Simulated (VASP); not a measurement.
**AlP: single point with PBE**

**Measured values to compare with.**

From a printed reference work, data compilation, for a bulk crystal of AlP at 4.2 K: band gap 2.505 eV (indirect).

AlP:

```xyz
2
Lattice="0.0000 2.7255 2.7255 2.7255 0.0000 2.7255 2.7255 2.7255 0.0000" Properties=species:S:1:pos:R:3 pbc="T T T"
Al    0.0000    0.0000    0.0000
P     1.3627    1.3627    1.3627
```

* Program: VASP 6.6.1
* Task: single point
* Functional: PBE
* Potentials or basis: VASP PAW PBE potentials, release 64 (Al, P)
* Cutoff: 350 eV
* k mesh: 8 × 8 × 8
* Occupations: gaussian, width 0.02 eV
* Spin: no spin polarisation

| Quantity | Value |
| --- | --- |
| Pressure | 2.6 GPa |
| Band gap on the k mesh | 1.57 eV, indirect (least direct gap 3.35 eV) |

Levels at points of the mesh, in eV from the valence-band top:
```csv
k point,band 2,band 3,band 4,band 5,band 6,band 7
"(0.00, 0.00, 0.00)",0.00,0.00,0.00,3.35,4.57,4.57
"(0.50, 0.00, 0.00)",-5.55,-0.77,-0.77,2.83,4.82,4.82
"(0.50, 0.50, 0.00)",-5.32,-2.11,-2.11,1.57,2.47,11.12
```

It took 4.2 s on 1 thread of Intel(R) Xeon(R) Platinum 8375C CPU @ 2.90GHz (Ice Lake), with other jobs on the host, peak memory 0.13 GiB.

Against the measured gap of AlP, 2.505 eV (indirect; 4.2 K; a printed reference work, data compilation), the calculated 1.57 eV is off by -0.94 eV. The value is that of PBE on a finite k mesh, which can miss the band edges, without temperature or zero-point motion. Semilocal functionals fall short of measured gaps as a rule.
